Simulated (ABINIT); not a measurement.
# InP (F-43m) in ABINIT: equation of state with r2SCAN

Aim: the equation of state of InP with r2SCAN.

Everything below comes from runs of ABINIT 10.8.3 (patched build). Logs are shortened: lines on timing, memory, paths and dates and some standing lists are left out, and cuts for length are marked. The log counts tension as positive stress, the text compression.

**Measured values to compare with.**

From a printed reference work, data compilation, for a bulk crystal of InP: bulk modulus 71 GPa.

The results are compared with them further down.

### Step 1. Starting point

Symmetry: F-43m, No. 216, cubic system. Conventional cell: a = 5.861 Å, b = 5.861 Å, c = 5.861 Å, α = 90.00°, β = 90.00°, γ = 90.00°. In (site symmetry -43m) is surrounded by 4 P at 2.54 Å. Around P (site symmetry -43m) lie 4 In at 2.54 Å.

### Step 2. Equation of state, r2SCAN

run.abi reads:

```
ndtset 7
getwfk -1
scalecart1 3*0.9795861087
scalecart2 3*0.9864848297
scalecart3 3*0.9932883884
scalecart4 3*1.0000000000
scalecart5 3*1.0066227096
scalecart6 3*1.0131594038
scalecart7 3*1.0196128224

pp_dirpath "./"
pseudos "In.GGA_PBE-JTH.xml, P.GGA_PBE-JTH.xml"

acell 7.83169184 7.83169184 7.83169184
rprim
     0.0000000000     0.7071067812     0.7071067812
     0.7071067812     0.0000000000     0.7071067812
     0.7071067812     0.7071067812     0.0000000000
ntypat 2
znucl 49 15
natom 2
typat 1 2
xred
     0.0000000000     0.0000000000     0.0000000000
     0.7500000000     0.7500000000     0.7500000000

ecut 26.0
pawecutdg 48.0

kptopt 1
ngkpt 8 8 8
nshiftk 1
shiftk 0.0 0.0 0.0

ixc -497498
usekden 1
pawxcdev 0

nband 13
occopt 3
tsmear 0.00183747

nstep 100
tolvrs 1.0e-7

iomode 3
prtwf 1
prtden 0
prteig 0
prtebands 0
enunit 2
```

Potentials or basis: JTH PAW PBE v2.0.

On the command line:

```console
$ abinit run.abi > log 2>&1
```

run.abo:

```text
.Version 10.8.3 of ABINIT
 DATASET    1 : space group F-4 3 m (#216); Bravais cF (face-center cubic)
================================================================================
 Values of the parameters that define the memory need for DATASET  1.
     intxc =       0    ionmov =       0      iscf =      17    lmnmax =      18
     lnmax =       6     mgfft =      36  mpssoang =       3    mqgrid =    3001
     natom =       2  nloc_mem =       2    nspden =       1   nspinor =       1
    nsppol =       1      nsym =      24    n1xccc =       1    ntypat =       2
    occopt =       3   xclevel =       2
       mpw =        2035          nfft =       46656          nkpt =          29
 PAW method is used; the additional fine FFT grid is defined by:
   mgfftf=        48    nfftf =    110592
================================================================================
================================================================================
[... 71 lines left out ...]
 DATASET    7 : space group F-4 3 m (#216); Bravais cF (face-center cubic)
================================================================================
 Values of the parameters that define the memory need for DATASET  7.
     intxc =       0    ionmov =       0      iscf =      17    lmnmax =      18
     lnmax =       6     mgfft =      40  mpssoang =       3    mqgrid =    3001
     natom =       2  nloc_mem =       2    nspden =       1   nspinor =       1
    nsppol =       1      nsym =      24    n1xccc =       1    ntypat =       2
    occopt =       3   xclevel =       2
       mpw =        2292          nfft =       64000          nkpt =          29
 PAW method is used; the additional fine FFT grid is defined by:
   mgfftf=        50    nfftf =    125000
================================================================================
================================================================================

--------------------------------------------------------------------------------
------------- Echo of variables that govern the present computation ------------
--------------------------------------------------------------------------------
 -outvars: echo values of preprocessed input variables --------
            acell      7.8316918400E+00  7.8316918400E+00  7.8316918400E+00 Bohr
              amu      1.14820000E+02  3.09737620E+01
             ecut      2.60000000E+01 Hartree
           enunit           2
           getwfk          -1
              ixc     -497498
           jdtset        1    2    3    4    5    6    7
         kptrlatt        8    0    0      0    8    0      0    0    8
          kptrlen1     6.13745323E+01
          kptrlen2     6.18067615E+01
          kptrlen3     6.22330285E+01
          kptrlen4     6.26535347E+01
          kptrlen5     6.30684709E+01
          kptrlen6     6.34780179E+01
          kptrlen7     6.38823474E+01
            natom           2
            nband          13
[... 139 lines left out ...]
 Pseudopotential format is: paw10
 basis_size (lnmax)=  4 (lmn_size=  8), orbitals=   0   0   1   1
 Spheres core radius: rc_sph= 1.60765221
 Shapefunction is SIN type: shapef(r)=[sin(pi*r/rshp)/(pi*r/rshp)]**2
 Radius for shape functions =  1.60765221
 Compensation charge density is not taken into account in XC energy/potential

   4.69646342E+02                                ecore*ucvol(ha*bohr**3)
--------------------------------------------------------------------------------

================================================================================

--- !BeginCycle
iteration_state: {dtset: 1, }
solver: {iscf: 17, nstep: 100, nline: 4, wfoptalg: 10, }
tolerances: {tolvrs: 1.00E-07, }
...
[... 759 lines left out ...]
 getcut: wavevector=  0.0000  0.0000  0.0000  ngfft=  40  40  40
         ecut(hartree)=     26.000   => boxcut(ratio)=   2.21048

 getcut : COMMENT -
  Note that boxcut > 2.2 ; recall that boxcut=Gcut(box)/Gcut(sphere) = 2
  is sufficient for exact treatment of convolution.
  Such a large boxcut is a waste : you could raise ecut
  e.g. ecut=   31.760338 Hartrees makes boxcut=2

 Fine grid specifications (used for densities):

 getcut: wavevector=  0.0000  0.0000  0.0000  ngfft=  50  50  50
         ecut(hartree)=     48.000   => boxcut(ratio)=   2.03440
--------------------------------------------------------------------------------
[... 547 lines left out ...]
-Cartesian components of stress tensor (GPa)         [Pressure= -2.4462E+00 GPa]
- sigma(1 1)=  2.44618129E+00  sigma(3 2)=  0.00000000E+00
- sigma(2 2)=  2.44618129E+00  sigma(3 1)=  0.00000000E+00
- sigma(3 3)=  2.44618129E+00  sigma(2 1)=  0.00000000E+00

== END DATASET(S) ==============================================================
================================================================================

 -outvars: echo values of variables after computation  --------
            acell      7.8316918400E+00  7.8316918400E+00  7.8316918400E+00 Bohr
           etotal1    -4.3597330851E+01
           etotal2    -4.3598732945E+01
           etotal3    -4.3599685356E+01
           etotal4    -4.3600247154E+01
           etotal5    -4.3600456611E+01
           etotal6    -4.3600352596E+01
           etotal7    -4.3599971459E+01
            fcart1    -1.5883488876E-27  5.9563083287E-28  1.9854361096E-27
                       1.5883488876E-27 -5.9563083287E-28 -1.9854361096E-27
            fcart2     9.8577574337E-29  9.8577574337E-29 -2.9573272301E-28
                      -9.8577574337E-29 -9.8577574337E-29  2.9573272301E-28
            fcart3     2.6923150176E-28 -1.2237795534E-28 -2.4475591069E-29
                      -2.6923150176E-28  1.2237795534E-28  2.4475591069E-29
            fcart4    -5.8347168979E-28  9.7245281632E-28  1.9449056326E-28
                       5.8347168979E-28 -9.7245281632E-28 -1.9449056326E-28
            fcart5    -9.6605491516E-29 -9.6605491516E-29  2.8981647455E-28
                       9.6605491516E-29  9.6605491516E-29 -2.8981647455E-28
[... 38 lines left out ...]
                       0.0000000000E+00  0.0000000000E+00  0.0000000000E+00
           xangst1     0.0000000000E+00  0.0000000000E+00  0.0000000000E+00
                       4.3060156345E+00  4.3060156345E+00  4.3060156345E+00
           xangst2     0.0000000000E+00  0.0000000000E+00  0.0000000000E+00
                       4.3363406873E+00  4.3363406873E+00  4.3363406873E+00
           xangst3     0.0000000000E+00  0.0000000000E+00  0.0000000000E+00
                       4.3662474304E+00  4.3662474304E+00  4.3662474304E+00
           xangst4     0.0000000000E+00  0.0000000000E+00  0.0000000000E+00
                       4.3957499971E+00  4.3957499971E+00  4.3957499971E+00
           xangst5     0.0000000000E+00  0.0000000000E+00  0.0000000000E+00
                       4.4248617728E+00  4.4248617728E+00  4.4248617728E+00
           xangst6     0.0000000000E+00  0.0000000000E+00  0.0000000000E+00
                       4.4535954463E+00  4.4535954463E+00  4.4535954463E+00
           xangst7     0.0000000000E+00  0.0000000000E+00  0.0000000000E+00
                       4.4819630611E+00  4.4819630611E+00  4.4819630611E+00
             xred      0.0000000000E+00  0.0000000000E+00  0.0000000000E+00
                       7.5000000000E-01  7.5000000000E-01  7.5000000000E-01
 Calculation completed.
```

Wall time 9.5 min (1 thread of Arm Neoverse V1, shared host); peak memory 0.21 GiB.

What came out:

| Item | Value |
| --- | --- |
| Equilibrium volume | 25.75 Å³/atom |
| Bulk modulus | 68 GPa |
| Pressure derivative of the bulk modulus | 5.0 |

Energy against volume, from the lowest point:
```csv
volume (Å³/atom),energy (meV/atom)
23.657,42.53
24.160,23.45
24.663,10.49
25.167,2.85
25.670,0.00
26.173,1.42
26.677,6.60
```

Caveat: pressures at fixed basis lie under the slope of the energies; the PAW data sets were made with another functional, which shifts forces and pressure a little.

### Step 3. Against experiment

Step 2. Measured bulk modulus of InP: 71 GPa (a printed reference work, data compilation). This calculation gives 68 GPa (-4.4 %). The fit is for a static lattice scaled at fixed shape and fixed fractional positions.
